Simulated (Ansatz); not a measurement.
# Ga (Cmcm) in Ansatz: reference runs

How does Ga come out in PBEsol? The cell is run as given and disturbed.

Program: Ansatz 0.2.0. These are calculated values, not measurements. Logs are shortened: lines on timing, memory, paths and dates and some standing lists are left out, and cuts for length are marked.

### Step 1. Starting point

Symmetry: Cmcm, No. 63, orthorhombic system. Conventional cell: a = 2.900 Å, b = 8.130 Å, c = 3.170 Å, α = 90.00°, β = 90.00°, γ = 90.00°. Ga (site symmetry m2m) has 8 Ga at 2.68 to 2.90 Å as nearest neighbours.

This isn't the form of Ga at room conditions, which is orthorhombic.

### Step 2. Single point, PBEsol

Input file input.yaml:

```yaml
crystal:
  lattice:
    - [1.45, -4.065, 0.0]
    - [1.45, 4.065, 0.0]
    - [0.0, 0.0, 3.17]
  atoms:
    - { symbol: Ga, position: [0.133, 0.867, 0.75] }
    - { symbol: Ga, position: [0.867, 0.133, 0.25] }
hamiltonian:
  xc: pbesol
  pseudopotentials: { kind: paw }
kpoints:
  mp_grid: { grid: [10, 10, 8] }
scf:
  occupations: { method: fermi_dirac, width: 0.05 }
output:
  forces: true
  stress: true
  eigenvalues: true
```

Potentials or basis: Ansatz PAW.

Started as:

```
ansatz run input.yaml --threads 2 --pin off --max-ram 5632MiB --backend cpu --events-out ev --progress --plain --runs-dir out
```

The log of the run:

```text
Warning: RAYON_NUM_THREADS=2 ignored (pool sized by the plan → 2); use --threads N
Engine: ansatz 0.2.0, x86_64-unknown-linux-gnu
Pseudopotentials: kind: paw
Pseudopotential: Ga, paw, valence charge 13, recommended cutoff 420 eV (normal), Ga.paw.azcp
Functional definition: PBEsol
  exchange = pbesol_x
  correlation = pbesol_c
Crystal: 2 atoms, lattice volume = 37.370 Å³
Basis set: ecut = 420 eV, 723 PW (Γ), exchange–correlation on 60×60×48 points (8 copies of the dense FFT grid, shifted against one another)
Bands: 17, of which v1, the nominal top of the filled ones, is band 13 counted from 1 (12 counted from 0)
Symmetry: 8 space group operations
Space group: Cmcm (ITA 63), of the structure as read, at distance tolerance 3.3e-5 Å
k-points: 155 of 800
Non-local potential: Ga, projectors of the file, l = 0: 2, l = 1: 2, l = 2: 3, l = 3: 1
PAW form: soft (Blöchl's): semilocal exchange-correlation on the pseudo side does not see the compensation charge
PAW frozen core: Ga, regenerated for the run's functional, and the local potential with it (the file was generated under x = pbe(κ = 0.804, μ = 0.2195149727645171), c = pbe(β = 0.06672455060314922))
PAW one-centre angular grid: Ga, 590 points (default); XC on 64 Gauss nodes
Initial density: superposition of atomic densities (neutral atoms: chi_scale 0, normalization atom), corrected by the library's trained network
Initial wavefunctions: pseudopotential atomic-orbital guess
Functional: x = pbesol(κ = 0.804, μ = 0.12345679012345678), c = pbesol(β = 0.046)
SCF iter   1: F=—  HF=-7486.381427 eV  |F-HF|=—  |Δ(HF+E_count)|=         —  Δρ=1.99e-3  dr2=1.17e-3  ethr=1.77e-3  ⟨swp⟩=5.6  Hψ=12354  notcnv=0
preconditioner: auto → Kerker (q_TF=auto, 2.568 Å⁻¹)  [metal: Δε(μ)=0.101 eV  Ē_g=17.083 eV  σ=0.050 eV  W_gap=0.45  n_scr=12 (ndim 8)  ℏωp=31.0 eV  f_vac=0.000  D(μ)=0.33/eV (n_scr^D=0)]
SCF iter   2: F=—  HF=-7486.380173 eV  |F-HF|=—  |Δ(HF+E_count)|=   1.25e-3  Δρ=1.07e-3  dr2=4.33e-4  ethr=4.49e-6  ⟨swp⟩=2.0  Hψ=5568  notcnv=0
SCF iter   3: F=—  HF=-7486.380113 eV  |F-HF|=—  |Δ(HF+E_count)|=   6.00e-5  Δρ=4.35e-4  dr2=1.02e-4  ethr=1.66e-6  ⟨swp⟩=1.1  Hψ=2794  notcnv=0
SCF iter   4: F=—  HF=-7486.380090 eV  |F-HF|=—  |Δ(HF+E_count)|=   2.27e-5  Δρ=9.56e-5  dr2=5.51e-6  ethr=3.92e-7  ⟨swp⟩=3.0  Hψ=4645  notcnv=0
SCF iter   5: F=—  HF=-7486.380085 eV  |F-HF|=—  |Δ(HF+E_count)|=   5.66e-6  Δρ=1.23e-4  dr2=2.59e-6  ethr=2.12e-8  ⟨swp⟩=2.0  Hψ=4635  notcnv=0
SCF iter   6: F=—  HF=-7486.380083 eV  |F-HF|=—  |Δ(HF+E_count)|=   1.79e-6  Δρ=2.88e-5  dr2=1.78e-7  ethr=9.95e-9  ⟨swp⟩=2.0  Hψ=4168  notcnv=0
SCF iter   7: F=-7486.380083 eV  HF=-7486.380083 eV  |F-HF|=1.78e-8  |Δ(HF+E_count)|=   1.79e-7  Δρ=7.90e-6  dr2=1.21e-8  ethr=3.85e-10  ⟨swp⟩=5.8  Hψ=12687  notcnv=0
SCF 1 converged in 7 iterations: F = -7486.380083 eV  dr2 = 1.21e-8
SCF converged after 7 iterations
Free energy (F): -7486.380083 eV
Harris-Foulkes:  -7486.380083 eV  (|F-HF|=1.78e-8)
Internal energy: -7486.377023 eV  (E = F + TS)
E sigma→0 (E₀):  -7486.378553 eV
Entropy (-TS):   -0.003059 eV (-1.530 meV/atom)
Fermi energy:    9.651463 eV
--- Per-component energies (eV) ---
  E_band       = -73.208142
  E_kinetic    = 230.114324
  E_local      = -3601.938060  (includes V_loc(G=0)·N_el)
  E_nonlocal   = 847.108149
  E_hartree    = 1690.345105
  E_xc         = -137.813026
  E_vxc        = -116.851096  (∫ρ·V_xc dr)
  E_paw        = -3892.994539  (= ΣΔE_a)
  E_vpaw       = -812.339845  (= ΣTr[D̂ρ^β])
  E_aug_tail   = -0.000241  (compensation charges beyond the density's cutoff)
  E_ewald      = -2622.924691
  E_core_change = 1.725956  (= ΣΔE_core)
  E_smearing   = -0.003059  (= −TS)
  E_closure    = 0.000000  (closes the sum)
  Σ components = -7486.380083   (vs F -7486.380083, Δ=0.00e0)
--- Forces (eV/Å), atoms counted from 1 ---
  atom   1  Ga     0.00000000    -0.21085226     0.00000000
  atom   2  Ga     0.00000000     0.21085226     0.00000000
  max |Σ_I F_I| component: 0.00e0 eV/Å
--- Stress (GPa, compression-positive) ---
       -3.740054       0.000000       0.000000
        0.000000      -1.783581       0.000000
        0.000000       0.000000      -0.821046
  P = ⅓ Tr σ = -2.1149 GPa (-21.149 kbar)
--- Band table (eV; the first three rows and the last of 155) ---
  k-point 0: bands = ["-5.4410", "-5.4163", "-5.3481", "-5.3344", "-5.1426", "-5.1252", "-5.0960", "-5.0804", "-5.0787", "-4.9191", "-1.5428", "7.4286", "8.1184", "12.5858", "16.2616", "17.5143", "18.4442"]
  k-point 1: bands = ["-5.4295", "-5.4114", "-5.3466", "-5.3098", "-5.1681", "-5.1628", "-5.0786", "-5.0633", "-5.0598", "-4.9441", "-1.3057", "7.7062", "8.0527", "10.7719", "17.7345", "18.6447", "18.7439"]
  k-point 2: bands = ["-5.4415", "-5.3507", "-5.3364", "-5.2601", "-5.2082", "-5.2079", "-5.0868", "-5.0313", "-5.0300", "-5.0031", "-0.5889", "6.7193", "8.5233", "9.8354", "16.4175", "16.4945", "18.3650"]
  k-point 154: bands = ["-5.3759", "-5.3759", "-5.2954", "-5.2954", "-5.1648", "-5.1648", "-5.0899", "-5.0899", "-5.0514", "-5.0514", "4.1112", "4.1112", "5.4550", "5.4550", "19.2728", "19.2728", "21.1024"]
```

Wall time 1.4 s (2 threads of Intel Xeon 6975P-C (Granite Rapids), shared host); peak memory 0.42 GiB.

What came out:

| Item | Value |
| --- | --- |
| Free energy | -7486.3801 eV |
| Pressure | -2.1 GPa |
| Largest force | 0.211 eV/Å |
| Band gap on the k mesh | none (metal or under the smearing width) |

Forces on the atoms (eV/Å):
```
Ga   0.000 -0.211  0.000
Ga   0.000  0.211  0.000
```

Caveat: the PAW data sets come from PBE, with cores solved anew for the run's functional, which leaves a small shift of forces and pressure.

### Step 3. Single point, PBEsol (atoms moved at random, drawn with an rms of 0.05 Å)

input.yaml, as its differences from that of step 2:

```diff
@@ -6,4 +6,4 @@
   atoms:
-    - { symbol: Ga, position: [0.133, 0.867, 0.75] }
-    - { symbol: Ga, position: [0.867, 0.133, 0.25] }
+    - { symbol: Ga, position: [0.142651, 0.88362, 0.752161] }
+    - { symbol: Ga, position: [0.86304, 0.146187, 0.261977] }
 hamiltonian:
@@ -19 +19,5 @@
   eigenvalues: true
+  write_density: true
+  write_potential: true
+  elf: true
+  volumetric_format: npy
```

Potentials or basis: Ansatz PAW.

Started as:

```
ansatz run input.yaml --threads 2 --pin off --max-ram 5632MiB --backend cpu --events-out ev --progress --plain --runs-dir out
```

Wall time 5.1 s (2 threads of Intel Xeon 6975P-C (Granite Rapids), shared host); peak memory 0.54 GiB.

It converged, with:

| Property | Result |
| --- | --- |
| Free energy | -7486.3841 eV |
| Pressure | -2.1 GPa |
| Largest force | 0.058 eV/Å |
| Band gap on the k mesh | none (metal or under the smearing width) |

Forces in eV/Å, atoms in the order of the input:
```
Ga  -0.009 -0.026  0.051
Ga   0.009  0.026 -0.051
```

Stress tensor (GPa, compression positive):
```
-3.22 -0.05 -0.01
-0.05 -2.06  0.00
-0.01  0.00 -1.03
```

Levels at points of the mesh, in eV from the Fermi level:
| k point | band 10 | band 11 | band 12 | band 13 | band 14 | band 15 | band 16 | band 17 |
| --- | --- | --- | --- | --- | --- | --- | --- | --- |
| (0.00, 0.00, 0.00) | -14.57 | -11.21 | -2.19 | -1.53 | 2.93 | 6.59 | 7.72 | 8.93 |
| (0.00, 0.00, -0.50) | -14.65 | -7.44 | -7.30 | 1.77 | 1.93 | 2.63 | 2.64 | 10.33 |
| (0.00, -0.50, 0.00) | -14.62 | -6.64 | -5.40 | -1.76 | -0.32 | 6.59 | 6.79 | 8.87 |
| (0.00, -0.50, -0.50) | -14.63 | -3.05 | -2.93 | -1.65 | -1.50 | 1.92 | 2.03 | 4.19 |
| (-0.50, 0.00, 0.00) | -14.63 | -6.60 | -5.48 | -1.73 | -0.31 | 6.66 | 6.87 | 8.75 |
| (-0.50, 0.00, -0.50) | -14.62 | -3.01 | -2.88 | -1.72 | -1.57 | 1.88 | 1.99 | 4.30 |
| (-0.50, -0.50, 0.00) | -14.64 | -9.29 | -8.40 | 5.03 | 5.81 | 6.05 | 7.15 | 7.20 |
| (-0.50, -0.50, -0.50) | -14.70 | -5.65 | -5.56 | -4.17 | -4.08 | 9.51 | 9.70 | 11.44 |

Caveat: the PAW data sets come from PBE, with cores solved anew for the run's functional, which leaves a small shift of forces and pressure.
